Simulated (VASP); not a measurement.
A convergence study with VASP on AlSb (space group no. 216 when undisturbed): one setting is varied, all else stays as given below, so the limit is that of these other settings. One atom is moved off its site, so that forces are finite.

```xyz
2
Lattice="0.0000 3.0608 3.0608 3.0608 0.0000 3.0608 3.0608 3.0608 0.0000" Properties=species:S:1:pos:R:3 pbc="T T T"
Al     0.0289     0.0289     0.0289
Sb     1.5304     1.5304     1.5304
```

Calculation: PBE GGA, VASP's PBE PAW potentials (set 64) (plane waves; VASP). The tightest run used: 300 eV cut-off, 18×18×18 Γ-centred mesh, Fermi-Dirac smearing of 0.010 eV, potentials Al Sb.

Unless said otherwise, spin-orbit coupling is left out, though it shifts the bands of the heavy elements here. Gaps are read on the run's mesh, which can miss a band edge.

The settings run are 2×2×2 mesh; 3×3×3 mesh; 4×4×4 mesh; 5×5×5 mesh; 6×6×6 mesh; 8×8×8 mesh; 9×9×9 mesh; 10×10×10 mesh; 11×11×11 mesh; 12×12×12 mesh; 13×13×13 mesh; 15×15×15 mesh; 16×16×16 mesh; 18×18×18 mesh. From which on does the energy per atom stay within 0.01 eV/atom of the tightest run?

From 6×6×6 mesh on: it is off by 0.0080 there and by no more than 0.01 in any finer run, while 5×5×5 mesh is off by 0.0220.
```json
[
 {"setting": "2×2×2 mesh", "E (eV/atom)": "-3.0944", "pressure (GPa)": "7.38", "largest force (eV/Å)": "0.503", "gap on the mesh (eV)": "0.999", "irreducible k-points": "4", "difference judged (eV/atom)": "0.9920"},
 {"setting": "3×3×3 mesh", "E (eV/atom)": "-3.8577", "pressure (GPa)": "4.03", "largest force (eV/Å)": "0.475", "gap on the mesh (eV)": "1.231", "irreducible k-points": "6", "difference judged (eV/atom)": "0.2287"},
 {"setting": "4×4×4 mesh", "E (eV/atom)": "-4.0200", "pressure (GPa)": "3.30", "largest force (eV/Å)": "0.465", "gap on the mesh (eV)": "1.087", "irreducible k-points": "13", "difference judged (eV/atom)": "0.0664"},
 {"setting": "5×5×5 mesh", "E (eV/atom)": "-4.0645", "pressure (GPa)": "3.11", "largest force (eV/Å)": "0.462", "gap on the mesh (eV)": "1.115", "irreducible k-points": "19", "difference judged (eV/atom)": "0.0220"},
 {"setting": "6×6×6 mesh", "E (eV/atom)": "-4.0785", "pressure (GPa)": "3.05", "largest force (eV/Å)": "0.460", "gap on the mesh (eV)": "1.100", "irreducible k-points": "32", "difference judged (eV/atom)": "0.0080"},
 {"setting": "8×8×8 mesh", "E (eV/atom)": "-4.0852", "pressure (GPa)": "3.03", "largest force (eV/Å)": "0.459", "gap on the mesh (eV)": "1.103", "irreducible k-points": "65", "difference judged (eV/atom)": "0.0013"},
 {"setting": "9×9×9 mesh", "E (eV/atom)": "-4.0859", "pressure (GPa)": "3.03", "largest force (eV/Å)": "0.459", "gap on the mesh (eV)": "1.094", "irreducible k-points": "85", "difference judged (eV/atom)": "0.0006"},
 {"setting": "10×10×10 mesh", "E (eV/atom)": "-4.0862", "pressure (GPa)": "3.04", "largest force (eV/Å)": "0.459", "gap on the mesh (eV)": "1.103", "irreducible k-points": "116", "difference judged (eV/atom)": "0.0002"},
 {"setting": "11×11×11 mesh", "E (eV/atom)": "-4.0863", "pressure (GPa)": "3.04", "largest force (eV/Å)": "0.459", "gap on the mesh (eV)": "1.095", "irreducible k-points": "146", "difference judged (eV/atom)": "0.0001"},
 {"setting": "12×12×12 mesh", "E (eV/atom)": "-4.0864", "pressure (GPa)": "3.04", "largest force (eV/Å)": "0.459", "gap on the mesh (eV)": "1.103", "irreducible k-points": "189", "difference judged (eV/atom)": "0.0001"},
 {"setting": "13×13×13 mesh", "E (eV/atom)": "-4.0864", "pressure (GPa)": "3.04", "largest force (eV/Å)": "0.459", "gap on the mesh (eV)": "1.096", "irreducible k-points": "231", "difference judged (eV/atom)": "0.0000"},
 {"setting": "15×15×15 mesh", "E (eV/atom)": "-4.0864", "pressure (GPa)": "3.04", "largest force (eV/Å)": "0.459", "gap on the mesh (eV)": "1.097", "irreducible k-points": "344", "difference judged (eV/atom)": "0.0000"},
 {"setting": "16×16×16 mesh", "E (eV/atom)": "-4.0865", "pressure (GPa)": "3.04", "largest force (eV/Å)": "0.459", "gap on the mesh (eV)": "1.096", "irreducible k-points": "417", "difference judged (eV/atom)": "0.0000"},
 {"setting": "18×18×18 mesh", "E (eV/atom)": "-4.0865", "pressure (GPa)": "3.04", "largest force (eV/Å)": "0.459", "gap on the mesh (eV)": "1.095", "irreducible k-points": "580", "difference judged (eV/atom)": "0.0000"}
]
```

Left out are rungs that failed or repeat a setting and relaxations that didn't move; long series are thinned to 24 rows.

The structure is a typed AlSb crystal (space group no. 216). The cell was not relaxed at this level, it is distorted from the ideal structure.
